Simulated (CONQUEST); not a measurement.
HgSe:

```xyz
4
Lattice="4.2978 0.0000 0.0000 0.0000 4.2978 0.0000 0.0000 0.0000 6.0780" Properties=species:S:1:pos:R:3 pbc="T T T"
Hg    0.0000    0.0000    0.0000
Hg    2.1489    2.1489    3.0390
Se    0.0000    2.1489    1.5195
Se    2.1489    0.0000    4.5585
```

Base run:

| Quantity | Value |
| --- | --- |
| Program | CONQUEST 1.3 |
| Functional | PBE |
| Potentials or basis | PseudoDojo NC PBE, DZ, grid cutoff 120 Ha |
| k mesh | 6 × 6 × 5 |
| Occupations | fermi-dirac, width 0.05 eV |
| Spin | no spin polarisation |

Its results: band gap on the k mesh none (metal or under the smearing width); pressure 7.8 GPa.

Q: The run is repeated on the same cell with these changes: potentials or basis from PseudoDojo NC PBE, DZ, grid cutoff 120 Ha to PseudoDojo NC PBE, DZP, grid cutoff 120 Ha. What comes out?

A: Band gap on the k mesh none (metal or under the smearing width); pressure 5.9 GPa.

Caveats: the basis of atomic orbitals isn't converged, which shifts pressures, moduli and gaps; the atomic basis is small (some runs); the box holds several primitive cells, so bands are folded and the points are those of the box's own zone (some runs).
